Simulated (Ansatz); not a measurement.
ZnS: energy against volume and a worked fit

```cif
data_structure
_symmetry_space_group_name_H-M 'F-43m'
_symmetry_Int_Tables_number 216
_cell_length_a 5.4040
_cell_length_b 5.4040
_cell_length_c 5.4040
_cell_angle_alpha 90.000
_cell_angle_beta 90.000
_cell_angle_gamma 90.000
_cell_volume 157.81
loop_
_atom_site_label
_atom_site_type_symbol
_atom_site_symmetry_multiplicity
_atom_site_Wyckoff_symbol
_atom_site_fract_x
_atom_site_fract_y
_atom_site_fract_z
_atom_site_occupancy
Zn1 Zn 4 c 0.25000 0.25000 0.25000 1
S1 S 4 a 0.00000 0.00000 0.00000 1
```

The cell was scaled at fixed shape and fractions and run with Ansatz, Ansatz PAW, cutoff 500 eV; r2SCAN+D4, k mesh 9 × 9 × 9 on the cell of 2 atoms, fermi-dirac occupations of 0.05 eV, no spin polarisation, no spin-orbit coupling. The potentials were made for PBE. Energies are those that the program minimises, any entropy of the smearing included.

```csv
V (Å³/atom),energy over the lowest row (meV/atom)
18.5432,9.04
18.9377,?
19.3322,0.00
19.7268,1.83
20.1213,7.33
20.5158,16.10
20.9104,27.81
```

Q: Fit the third-order Birch-Murnaghan form, give V0, B0 and B′, and predict the energy left open.

A: With y = (V0/V)^(2/3), E = E0 + (9 V0 B0/16) [(y - 1)³ B′ + (y - 1)² (6 - 4y)]. Least squares through the rows shown give V0 = 19.3447 Å³/atom, E0 = 0.00 meV, B0 = 80.89 GPa (1 eV/Å³ = 160.218 GPa) and B′ = 4.39, with a largest miss of 0.01 meV. At V = 18.9377 the form with these constants gives 2.25 meV; the run gave 2.24 meV an atom. Measured volume: 19.78 Å³/atom at 300 K (a printed reference work), so the fit lies -2.2 % from it. The runs are for a static lattice.
